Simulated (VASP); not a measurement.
Here is a VASP 6.6.1 calculation.

Contents of INCAR:

```
SYSTEM = MnS
ALGO = Normal
EDIFF = 1E-6
ENCUT = 520
GGA = PE
ISIF = 2
ISMEAR = 0
ISPIN = 2
LASPH = .True.
LCHARG = .False.
LDAU = .True.
LDAUJ = 0 0
LDAUL = 2 -1
LDAUPRINT = 1
LDAUTYPE = 2
LDAUU = 3.9 0
LMAXMIX = 4
LORBIT = 11
LREAL = .False.
LWAVE = .False.
MAGMOM = 5 0
NBANDS = 20
NELM = 150
PREC = Accurate
SIGMA = 0.05
```

File KPOINTS:

```
k-points
0
Gamma
  8 8 8
  0 0 0
```

Contents of POSCAR:

```
MnS
1.0
    0.0000000000      2.6045000000      2.6045000000
    2.6045000000      0.0000000000      2.6045000000
    2.6045000000      2.6045000000      0.0000000000
Mn S
1 1
Direct
    0.0000000000      0.0000000000      0.0000000000
    0.5000000000      0.5000000000      0.5000000000
```

Potentials or basis: VASP PAW PBE potentials, release 64 (Mn_pv, S).

Run with:

```bash
$ cat potpaw_PBE.64/Mn_pv/POTCAR potpaw_PBE.64/S/POTCAR > POTCAR
$ mpirun -np 1 vasp_std > vasp.out
```

Question: What does it give for the band gap on the k mesh?

Answer: 0.53 eV, indirect (least direct gap 2.56 eV).

Question: Estimate the pressure.

Answer: 4.2 GPa.

Question: What does it give for the net moment?

Answer: 5.00 μB per cell.

Question: Predict the site moments.

Answer: Mn +4.59; S +0.09 μB.

Eigenvalues of the final occupation matrices:
```csv
site,spin,trace,eigenvalues
site 1 d,1,4.71,0.93 0.93 0.93 0.96 0.96
site 1 d,2,0.20,0.02 0.02 0.02 0.08 0.08
```

Caveat: a cell with one magnetic atom can't hold antiferromagnetic order, which such compounds often take. The state reached can hang on the start; a lower one may exist.
